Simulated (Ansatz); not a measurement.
# Relaxing HfH2

Method: Ansatz, DFT r2SCAN, scalar-relativistic, plane waves, PAW. (500 eV cutoff, 18×18×18 k-mesh, Gaussian smearing of 0.10 eV, no spin polarisation)

What was changed: relaxed at 50 GPa.

Spin–orbit coupling is left out, which can shift energies with elements as heavy as these.

Other phases may be more stable at this pressure.

Command:

```bash
ansatz run input.yaml --threads 1 --pin off --max-ram 2560MiB --backend cpu --events-out ev --progress --plain --runs-dir out
```

Input:

```yaml
crystal:
  lattice:
    - [-1.6346799298, 1.6346799298, 1.9622105109]
    - [1.6346799298, -1.6346799298, 1.9622105109]
    - [1.6346799298, 1.6346799298, -1.9622105109]
  atoms:
    - { symbol: Hf, position: [0.0, 0.0, 0.0] }
    - { symbol: H, position: [0.75, 0.25, 0.5] }
    - { symbol: H, position: [0.25, 0.75, 0.5] }
basis:
  ecutwfc: 500
kpoints:
  mp_grid: { grid: [18, 18, 18] }
hamiltonian:
  xc: r2scan
scf:
  occupations: { method: gaussian, width: 0.1 }
output:
  forces: true
  stress: true
  eigenvalues: true
relax:
  adjacent_minimum: "off"
  f_tol: 0.008
  max_steps: 50
  cell: { stress_tol: 0.08, p_target: 50.0 }
```

F is the free energy. Steps run on the plane waves of an earlier cell, but the last one, and at times one on the way, on a freshly chosen basis, so a repeated geometry can differ a little in energy. The relaxation lowers the enthalpy F + PV at the target pressure, so F itself can rise.

Steps:

| step | F − F(1) (eV) | largest force component (eV/Å) | V (Å³/atom) | P (GPa) |
| --- | --- | --- | --- | --- |
| 1 | 0.0000 | 0.000 | 6.991 | 47.60 |
| 2 | 0.1838 | 0.000 | 6.795 | 55.66 |
| 3 | 0.0591 | 0.000 | 6.921 | 50.14 |
| 4 | 0.0666 | 0.000 | 6.913 | 50.26 |
| 5 | 0.0610 | 0.000 | 6.919 | 50.00 |
| 6 | 0.0611 | 0.000 | 6.919 | 49.99 |

Relaxed structure:

```cif
data_structure
_symmetry_space_group_name_H-M 'P 1'
_symmetry_Int_Tables_number 1
_cell_length_a 3.0145
_cell_length_b 3.0145
_cell_length_c 3.0145
_cell_angle_alpha 113.807
_cell_angle_beta 113.807
_cell_angle_gamma 101.110
_cell_volume 20.76
loop_
_atom_site_label
_atom_site_type_symbol
_atom_site_fract_x
_atom_site_fract_y
_atom_site_fract_z
_atom_site_occupancy
Hf1 Hf 0.00000 0.00000 0.00000 1
H1 H 0.75000 0.25000 0.50000 1
H2 H 0.25000 0.75000 0.50000 1
```

It takes space group I4/mmm (No. 139, tetragonal). Conventional cell: a = 3.292 Å, b = 3.292 Å, c = 3.830 Å, α = 90.00°, β = 90.00°, γ = 90.00°. Hf (site symmetry 4/mmm) has 8 H at 1.90 Å as nearest neighbours. Around H (site symmetry -4m2) lie 4 Hf at 1.90 Å and 2 H at 1.92 Å.

The run converged. It took 92 s on 1 thread of Oxide Virtual Turin-like Processor (Zen 5), with other jobs on the host, peak memory 0.61 GiB.